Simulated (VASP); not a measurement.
Set up this calculation in VASP 6.6.1, as the native input.

| Item | Value |
| --- | --- |
| Task | relaxation of cell and atoms |
| Functional | LDA |
| Potentials or basis | VASP PAW LDA potentials, release 64 (In_d, As) |
| Cutoff | 520 eV |
| k mesh | 10 × 10 × 10 |
| Occupations | gaussian, width 0.02 eV |
| Spin | no spin polarisation |
| Further INCAR settings | ALGO = Normal; EDIFF = 1e-07; IBRION = 2; EDIFFG = -0.002; NSW = 80; ISIF = 3 |

The structure of InAs lies in POSCAR:

```
InAs
1.0
    0.0000000000      3.0180000000      3.0180000000
    3.0180000000      0.0000000000      3.0180000000
    3.0180000000      3.0180000000      0.0000000000
In As
1 1
Direct
    0.0000000000      0.0000000000      0.0000000000
    0.2500000000      0.2500000000      0.2500000000
```

One way to write it, as run:

INCAR

```
  PREC = Accurate
  ENCUT = 520
  EDIFF = 1E-7
  ISMEAR = 0
  SIGMA = 0.02
  LREAL = F
  LASPH = T
  NELM = 100
  ALGO = Normal
  ISIF = 3
  LWAVE = F
  LCHARG = F
  IBRION = 2
  NSW = 80
  EDIFFG = -0.002
```

KPOINTS

```
Automatic mesh
0
Gamma
  10 10 10
```

Potentials or basis: VASP PAW LDA potentials, release 64 (In_d, As).

The run is started by

```bash
$ cat potpaw_LDA.64/In_d/POTCAR potpaw_LDA.64/As/POTCAR > POTCAR
$ mpirun -np 1 vasp_std > vasp.out
```

It gave:

| Item | Value |
| --- | --- |
| Relaxed volume | 27.42 Å³/atom |
| Relaxed cell | a = 4.265 Å, b = 4.265 Å, c = 4.265 Å, α = 60.00°, β = 60.00°, γ = 60.00° |
| Space group after relaxing (to 0.05 Å) | F-43m (No. 216) |
| Energy gained by relaxing | 0.0 meV/atom |
| Ionic steps | 3 |
| Pressure after relaxing | 0.0 GPa |
| Band gap on the k mesh | none (metal or under the smearing width) |

Caveat: this crystal is a semiconductor, whose small gap the functional closes, so the metal is an error of the method.

Wall time 34 s on 1 thread of AMD EPYC 9R45 96-Core Processor (Zen 5), on a shared host, peak memory 0.15 GiB.
